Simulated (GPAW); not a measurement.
Crystal: BeTe.

```
CELL_PARAMETERS angstrom
0.00000 2.77000 2.77000
2.77000 0.00000 2.77000
2.77000 2.77000 0.00000
ATOMIC_POSITIONS crystal
Te 0.75000 0.75000 0.75000
Be 0.00000 0.00000 0.00000
```

Base run:

* Program: GPAW 26.7.0
* Functional: TB-mBJ
* Potentials or basis: GPAW PAW data sets for LDA (gpaw-data 1.2.1)
* Cutoff: 800 eV
* Basis: pw
* k mesh: 8 × 8 × 8
* Occupations: fermi-dirac, width 0.05 eV
* Spin: no spin polarisation

Its results: band gap on the k mesh 2.52 eV, indirect (least direct gap 4.12 eV).

Task: The run is repeated on the same cell with these changes: functional from TB-mBJ to r2SCAN; potentials or basis from GPAW PAW data sets for LDA (gpaw-data 1.2.1) to GPAW PAW data sets (gpaw-data 1.2.1). What comes out?

Result: Band gap on the k mesh 2.22 eV, indirect (least direct gap 3.97 eV).

Caveats: spin-orbit coupling is left out, which moves the levels of the heavy elements; a model potential gives levels but no total energy (some runs).
